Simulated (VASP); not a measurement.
Input of a VASP 6.6.1 run:

The input INCAR:

```
ALGO = Normal
EDIFF = 1E-6
ENCUT = 350
GGA = PS
ISIF = 2
ISMEAR = -1
LASPH = True
LCHARG = True
LELF = True
LREAL = False
LVACPOTAV = True
LVHAR = True
LWAVE = False
NELM = 60
PREC = Accurate
SIGMA = 0.05
```

KPOINTS

```
k-points
0
Gamma
  13 13 1
```

Contents of POSCAR:

```
Pt                                      
1.0
    2.7746870094      0.0000000000      0.0000000000
    0.0000000000      2.7746870094      0.0000000000
    0.0000000000      0.0000000000     30.6960000000
  Pt            
     9
Direct
     0.0000000000000000    0.0000000000000000    0.2475344828369748
     0.5000000000000000    0.5000000000000000    0.3093308773621546
     0.0000000000000000    0.0000000000000000    0.3726742269562636
     0.5000000000000000    0.5000000000000000    0.4362439165478617
     0.0000000000000000    0.0000000000000000    0.5000000000000000
     0.5000000000000000    0.5000000000000000    0.5637560834521383
     0.0000000000000000    0.0000000000000000    0.6273257730437364
     0.5000000000000000    0.5000000000000000    0.6906691226378453
     0.0000000000000000    0.0000000000000000    0.7524655171630252
```

Potentials or basis: VASP PAW PBE potentials, release 64 (Pt).

Run with:

```sh
$ cat potpaw_PBE.64/Pt/POTCAR > POTCAR
$ mpirun -np 1 vasp_std > vasp.out
```

Question: Predict the largest force.

Answer: 0.010 eV/Å.

Question: Predict the band gap on the k mesh.

Answer: None (metal or under the smearing width).

Forces in eV/Å, atoms in the order of the input:
```
Pt   0.000  0.000  0.010
Pt   0.000  0.000 -0.004
Pt   0.000  0.000 -0.003
Pt   0.000  0.000 -0.001
Pt   0.000  0.000  0.000
Pt   0.000  0.000  0.001
Pt   0.000  0.000  0.003
Pt   0.000  0.000  0.004
Pt   0.000  0.000 -0.010
```

Caveat: the PAW data sets were made with another functional, which shifts forces and pressure a little. The run has no spin-orbit coupling, so splittings on Pt are missing.
